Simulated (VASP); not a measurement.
# Rb: convergence, self-consistent run

Rb, C2/m (no. 12), 2 atoms in the cell. PBEsol; PAW potentials Rb_sv (PBE set). VASP 6.6.1. The cell is changed on purpose: last atom moved by 0.04 Å along z, cell strained by -1.0% along z.

Wanted: energy within 2 meV/atom; forces within 0.01 eV/Å.

What the run is for: forces; Accuracy asked: standard.

POSCAR:
```
Rb
1.0
    2.5381762600     -4.4447189800      0.0000000000
    2.5381762600      4.4447189800      0.0000000000
    0.0000000000      0.0000000000      8.3635227720
Rb
2
Direct
    0.1602887400      0.8397112600      0.7500000000
    0.8397112600      0.1602887400      0.2547348500
```

The series start from Plane-wave cutoff (eV): 290; Smearing width (eV): 0.1; k-point mesh: 8 × 8 × 5; Precision mode (PREC): Accurate; Electronic threshold (eV): 1e-6; Bands in all (NBANDS): 19; Aspherical gradient terms in the spheres (LASPH): yes; Electronic algorithm: ALGO=Normal; Delay and inner steps: defaults; Use of symmetry (ISYM): defaults. Each series keeps the choices made before it, and each single choice may use up half of a tolerance.

## Plane-wave cutoff (eV)

| Plane-wave cutoff (eV) | Energy less reference (meV/atom) | Forces, largest deviation (eV/Å) | SCF iterations | Time (s) |
|---|---|---|---|---|
| 180 | -3.7 | 0.000 | 10 | 11 |
| 220 | -1.9 | 0.000 | 10 | 17 |
| 250 | -0.8 | 0.000 | 10 | 20 |
| 290 | 0.1 | 0.000 | 11 | 24 |
| 330 | -0.2 | 0.000 | 11 | 30 |
| 380 | -0.2 | 0.000 | 10 | 34 |
| 460 | -0.1 | 0.000 | 11 | 39 |
| 580 (reference) | 0.0 | 0.000 | 11 | 58 |

Chosen: 250, the loosest value from which every tighter one stays within half of the tolerance.

## Smearing width (eV)

| Smearing width (eV) | Energy less reference (meV/atom) | Forces, largest deviation (eV/Å) | SCF iterations | Time (s) |
|---|---|---|---|---|
| 0.4 | -0.7 | 0.001 | 10 | 18 |
| 0.3 | 0.7 | 0.001 | 10 | 18 |
| 0.2 | 1.3 | 0.000 | 10 | 18 |
| 0.15 | 0.8 | 0.000 | 10 | 18 |
| 0.1 | 0.1 | 0.000 | 10 | 20 |
| 0.05 (reference) | 0.0 | 0.000 | 10 | 17 |

Chosen: 0.15.

## k-point mesh

| k-point mesh | Energy less reference (meV/atom) | Forces, largest deviation (eV/Å) | SCF iterations | Time (s) |
|---|---|---|---|---|
| 3 × 3 × 2 | -20.1 | 0.007 | 11 | 4.2 |
| 4 × 4 × 2 | 10.3 | 0.004 | 10 | 5.8 |
| 5 × 5 × 3 | -17.6 | 0.000 | 10 | 6.4 |
| 6 × 6 × 3 | 12.8 | 0.000 | 10 | 8.3 |
| 7 × 7 × 4 | -2.6 | 0.000 | 10 | 12 |
| 8 × 8 × 5 | 2.2 | 0.001 | 10 | 18 |
| 10 × 10 × 6 | -0.6 | 0.000 | 10 | 31 |
| 12 × 12 × 7 (reference) | 0.0 | 0.000 | 10 | 47 |

Chosen: 10 × 10 × 6.

## Precision mode (PREC)

| Precision mode (PREC) | Energy less reference (meV/atom) | Forces, largest deviation (eV/Å) | SCF iterations | Time (s) |
|---|---|---|---|---|
| SingleN | 0.1 | 0.002 | 10 | 14 |
| Normal | 0.0 | 0.000 | 10 | 16 |
| Single | 0.0 | 0.001 | 10 | 29 |
| Accurate (reference) | 0.0 | 0.000 | 10 | 31 |

Chosen: SingleN.

## Electronic threshold (eV)

| Electronic threshold (eV) | Energy less reference (meV/atom) | Forces, largest deviation (eV/Å) | SCF iterations | Time (s) |
|---|---|---|---|---|
| 0.001 | 0.7 | 0.002 | 6 | 9.5 |
| 0.0001 | 0.0 | 0.001 | 9 | 13 |
| 1e-5 | 0.0 | 0.000 | 9 | 13 |
| 1e-6 | 0.0 | 0.000 | 10 | 14 |
| 1e-7 | 0.0 | 0.000 | 12 | 16 |
| 1e-8 (reference) | 0.0 | 0.000 | 14 | 19 |

Chosen: 0.001.

## Bands in all (NBANDS)

| Bands in all (NBANDS) | Energy less reference (meV/atom) | Forces, largest deviation (eV/Å) | SCF iterations | Time (s) |
|---|---|---|---|---|
| 10 | 0.0 | 0.002 | 6 | 5.7 |
| 11 | 0.0 | 0.002 | 6 | 6.1 |
| 13 | 0.0 | 0.001 | 6 | 7.0 |
| 15 | 0.0 | 0.001 | 6 | 8.1 |
| 19 | 0.0 | 0.001 | 6 | 9.5 |
| 29 (reference) | 0.0 | 0.000 | 6 | 13 |

Chosen: 10.

## Aspherical gradient terms in the spheres (LASPH)

| Aspherical gradient terms in the spheres (LASPH) | Energy less reference (meV/atom) | Forces, largest deviation (eV/Å) | SCF iterations | Time (s) |
|---|---|---|---|---|
| yes | 0.0 | 0.000 | 6 | 5.7 |
| no | 0.0 | 0.000 | 6 | 5.3 |

Chosen: yes; no other choice that stays within half of the tolerance saves 30 % of the time.

## Electronic algorithm

| Electronic algorithm | Energy less reference (meV/atom) | Forces, largest deviation (eV/Å) | SCF iterations | Time (s) |
|---|---|---|---|---|
| ALGO=Normal | 0.0 | 0.000 | 6 | 5.7 |
| ALGO=Fast | 0.1 | 0.011 | 6 | 5.6 |
| ALGO=VeryFast | 95.5 | 0.015 | 22 | 14 |
| ALGO=All ISEARCH=1 | -0.5 | 0.015 | 8 | 7.2 |
| ALGO=All ISEARCH=0 | -0.5 | 0.015 | 8 | 7.1 |
| ALGO=Damped TIME=0.4 | 9.2 | 0.001 | 32 | 18 |
| ALGO=Damped TIME=0.1 | 17.2 | 0.002 | 57 | 28 |
| ALGO=Old Fast | 0.0 | 0.006 | 6 | 5.6 |

Chosen: ALGO=Normal.

## Delay and inner steps

| Delay and inner steps | Energy less reference (meV/atom) | Forces, largest deviation (eV/Å) | SCF iterations | Time (s) |
|---|---|---|---|---|
| defaults | 0.0 | 0.000 | 6 | 5.7 |
| NELMDL=-2 | -0.6 | 0.001 | 9 | 7.8 |
| NELMDL=-8 | 0.0 | 0.002 | 9 | 6.6 |
| NELMDL=-12 | 0.0 | 0.002 | 13 | 7.9 |
| NRMM=2 | -0.6 | 0.002 | 9 | 6.8 |
| NRMM=6 | 0.0 | 0.000 | 6 | 6.1 |
| WEIMIN=0.001 | 0.0 | 0.000 | 6 | 6.0 |

Chosen: defaults.

## Use of symmetry (ISYM)

| Use of symmetry (ISYM) | Energy less reference (meV/atom) | Forces, largest deviation (eV/Å) | SCF iterations | Time (s) |
|---|---|---|---|---|
| defaults | 0.0 | 0.000 | 6 | 5.7 |
| ISYM=1 | 0.0 | 0.000 | 6 | 6.0 |
| ISYM=0 | 0.0 | 0.000 | 6 | 10 |
| ISYM=-1 | -0.6 | 0.004 | 8 | 21 |

Chosen: defaults.

## All choices together

| Input | Energy less reference (meV/atom) | Forces, largest deviation (eV/Å) | Time (s) |
|---|---|---|---|
| the program's defaults (naive) | -24.3 | 0.003 | 1.4 |
| chosen settings | -0.7 | 0.003 | 5.7 |
| reference settings throughout | 0.0 | 0.000 | 276 |

The tolerance is met.

Values of the reference run: Forces: 0, -0.004226, 0.01105, 0, 0.004226, -0.01105 eV/Å.

## The input

INCAR:
```
ALGO     = Normal         # electronic algorithm
EDIFF    = 0.001          # SCF threshold, eV
ENCUT    = 250            # plane-wave cutoff, eV
GGA      = PS             # functional
GGA_COMPAT= False        
ISIF     = 2              # what is computed and relaxed
ISMEAR   = 1              # smearing method
KPAR     = 4            
LASPH    = True           # aspherical terms in the spheres
LCHARG   = False          # write CHGCAR
LREAL    = False          # projectors in reciprocal space
LWAVE    = False          # write WAVECAR
NBANDS   = 10             # bands
NELM     = 120            # most SCF steps
PREC     = SingleN        # precision mode
SIGMA    = 0.15           # smearing width, eV
```

KPOINTS:
```
Automatic mesh
0
Gamma
  10 10 6
  0 0 0
```

Commands:
```
cat potpaw_PBE.64/Rb_sv/POTCAR > POTCAR
mpirun -np 4 vasp_std > vasp.out
```

The chosen input took VASP 6.6.1 5.7 s on 4 cores (Intel Xeon Platinum 8259CL @ 2.50GHz (Skylake/Cascade Lake)), a shared host.

## An input that fails: k-point groups that do not divide the ranks

VASP's message: M_divide: can not subdivide            4 nodes by           3.

Changes against the starting input:
```
- NELM = 120
- KPAR = 4
+ NELM = 71
+ KPAR = 3
```
